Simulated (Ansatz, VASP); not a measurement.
MgS: VASP beside Ansatz

The input INCAR:

```
SYSTEM = MgS
PREC = Accurate
ENCUT = 520
EDIFF = 1E-6
ISMEAR = -1
SIGMA = 0.02
LREAL = .FALSE.
LASPH = .TRUE.
NELM = 60
ALGO = Normal
ISIF = 2
LWAVE = .FALSE.
LCHARG = .TRUE.
GGA = PE
LELF = .TRUE.
LVHAR = .TRUE.
NBANDS = 11
```

The input KPOINTS:

```
Automatic mesh
0
G
  8 8 8
  0 0 0
```

POSCAR

```
MgS
1.0
    0.0000000000      2.7742593044      2.9063722572
    2.7742593044      0.0000000000      2.9063722572
    2.7742593044      2.7742593044      0.0000000000
Mg S
1 1
Direct
    0.0000000000      0.0000000000      0.0000000000
    0.2500000000      0.2500000000      0.2500000000
```

Input for Ansatz:

```yaml
crystal:
  lattice:
    - [0.0, 2.7742593044, 2.9063722572]
    - [2.7742593044, 0.0, 2.9063722572]
    - [2.7742593044, 2.7742593044, 0.0]
  atoms:
    - { symbol: Mg, position: [0.0, 0.0, 0.0] }
    - { symbol: S, position: [0.25, 0.25, 0.25] }
kpoints:
  mp_grid: { grid: [8, 8, 8] }
  band_path:
    path:
      - [0.0, 0.0, 0.0]
      - [-0.5, -0.5, 0.0]
      - [-0.375, -0.375, 0.25]
      - [-0.375, 0.0, 0.375]
      - [0.0, 0.0, 0.5]
      - [-0.5, -0.25, 0.25]
    npoints: 1
hamiltonian:
  xc: pbe
scf:
  occupations: { method: fermi_dirac, width: 0.02 }
  n_extra_bands: 4
output:
  forces: true
  stress: true
  eigenvalues: true
```

Change from the starting cell: epitaxial_xy strain -2.0%.

Alike in both runs: task single point; functional PBE; k mesh 8 × 8 × 8; occupations fermi-dirac, width 0.02 eV; no spin polarisation.

|  | VASP | Ansatz |
| --- | --- | --- |
| version | VASP 6.6.1 | Ansatz 0.2.0 |
| potentials or method | VASP PAW PBE potentials, release 64 (Mg, S) | plane waves, PAW |
| plane-wave cutoff (eV) | 520 | 420 |
| valence electrons in the cell | 8 | 16 |

Ansatz gave:

* gap on the k mesh at the Fermi level (eV): 3.48
* pressure (GPa): 1.9
* largest component of the traceless stress (GPa): 0.72

Q: Which values does VASP return?

A: gap on the k mesh at the Fermi level (eV): 3.47; pressure (GPa): 1.7; largest component of the traceless stress (GPa): 0.73.

The two sets of potentials don't hold the same shells in valence.

A k mesh can miss the band edges.
